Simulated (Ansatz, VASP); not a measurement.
Sn in VASP and in Ansatz

Contents of INCAR:

```
PREC = Accurate
ENCUT = 520
EDIFF = 1E-7
ISMEAR = -1
SIGMA = 0.05
LREAL = F
LASPH = T
NELM = 100
ALGO = Normal
ISIF = 2
LWAVE = F
LCHARG = F
GGA = PE
NBANDS = 13
```

Contents of KPOINTS:

```
Automatic mesh
0
Gamma
  11 11 11
```

File POSCAR:

```
Sn
1.0
   -1.7604013028      1.8103704880      2.3842034864
    1.7604013028     -1.8103704880      2.3842034864
    1.7604013028      1.8103704880     -2.3842034864
Sn
1
Direct
    0.0000000000      0.0000000000      0.0000000000
```

File input.yaml:

```yaml
crystal:
  lattice:
    - [-1.7604013028, 1.810370488, 2.3842034864]
    - [1.7604013028, -1.810370488, 2.3842034864]
    - [1.7604013028, 1.810370488, -2.3842034864]
  atoms:
    - { symbol: Sn, position: [0.0, 0.0, 0.0] }
hamiltonian:
  xc: pbe
  pseudopotentials: { kind: paw }
kpoints:
  mp_grid: { grid: [11, 11, 11] }
scf:
  occupations: { method: fermi_dirac, width: 0.05 }
output:
  forces: true
  stress: true
  eigenvalues: true
  write_density: true
  write_potential: true
  elf: true
  volumetric_format: npy
```

Change from the starting cell: volume scaled by 1.06.

Alike in both runs: task single point; functional PBE; k mesh 11 × 11 × 11; occupations fermi-dirac, width 0.05 eV; no spin polarisation.

```csv
,VASP,Ansatz
version,VASP 6.6.1,Ansatz 0.2.0
potentials or method,"VASP PAW PBE potentials, release 64 (Sn_d)",Ansatz PAW
plane-wave cutoff (eV),520,420
valence electrons in the cell,14,14
```

Ansatz gave:

```
gap on the k mesh at the Fermi level (eV)       : none
pressure (GPa)                                  : -3.2
largest component of the traceless stress (GPa) : 0.97
```

**Question.** What did VASP give for the same quantities?

**Answer.** gap on the k mesh at the Fermi level (eV): none; pressure (GPa): -3.3; largest component of the traceless stress (GPa): 0.97.

A gap of «none» marks a metal or a gap that the smearing closes.
